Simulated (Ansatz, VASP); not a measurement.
**Cr: VASP beside Ansatz**

INCAR

```
SYSTEM = Cr
PREC = Accurate
ENCUT = 520
EDIFF = 1E-7
ISMEAR = 0
SIGMA = 0.15
LREAL = .FALSE.
LASPH = .TRUE.
NELM = 60
ALGO = Normal
ISIF = 2
LWAVE = .FALSE.
LCHARG = .FALSE.
GGA = PE
NBANDS = 12
```

Contents of KPOINTS:

```
regular mesh
0
G
  24 24 24
  0 0 0
```

The input POSCAR:

```
Cr
1.0
   -1.3265940000      1.3265940000      1.4996280000
    1.3265940000     -1.3265940000      1.4996280000
    1.3265940000      1.3265940000     -1.4996280000
Cr
1
Direct
    0.0000000000      0.0000000000      0.0000000000
```

Input for Ansatz:

```yaml
crystal:
  lattice:
    - [-1.326594, 1.326594, 1.499628]
    - [1.326594, -1.326594, 1.499628]
    - [1.326594, 1.326594, -1.499628]
  atoms:
    - { symbol: Cr, position: [0.0, 0.0, 0.0] }
basis:
  ecutwfc: 420
kpoints:
  mp_grid: { grid: [24, 24, 24] }
hamiltonian:
  xc: pbe
scf:
  occupations: { method: gaussian, width: 0.15 }
output:
  forces: true
  stress: true
  eigenvalues: true
```

Change from the starting cell: strain -0.080 along x and y, +0.040 along z, atoms carried along.

Alike in both runs: task single point; functional PBE; k mesh 24 × 24 × 24; occupations gaussian, width 0.15 eV; no spin polarisation.

|  | VASP | Ansatz |
| --- | --- | --- |
| version | VASP 6.6.1 | Ansatz 0.2.0 |
| potentials or method | VASP PAW PBE potentials, release 64 (Cr_pv) | scalar-relativistic, plane waves, PAW |
| plane-wave cutoff (eV) | 520 | 420 |
| valence electrons in the cell | 12 | 14 |

|  | VASP | Ansatz | Ansatz less VASP |
| --- | --- | --- | --- |
| gap on the k mesh at the Fermi level (eV) | none | none | - |
| pressure (GPa) | 30.2 | 30.7 | +0.56 |
| largest component of the traceless stress (GPa) | 28.33 | 28.50 | +0.172 |

A gap of «none» marks a metal or a gap that the smearing closes. With one functional, cell and mesh, what is left measures potentials, basis and numerics. The two sets of potentials don't hold the same shells in valence.

Caveats: so large a pressure means that the cell lies far from this level's equilibrium, or that cutoff or potentials fall short (VASP); the run has no spin polarisation, though such a crystal can be magnetic. Spin polarisation is off, so any magnetic state and its effect on volume and gap are missing.
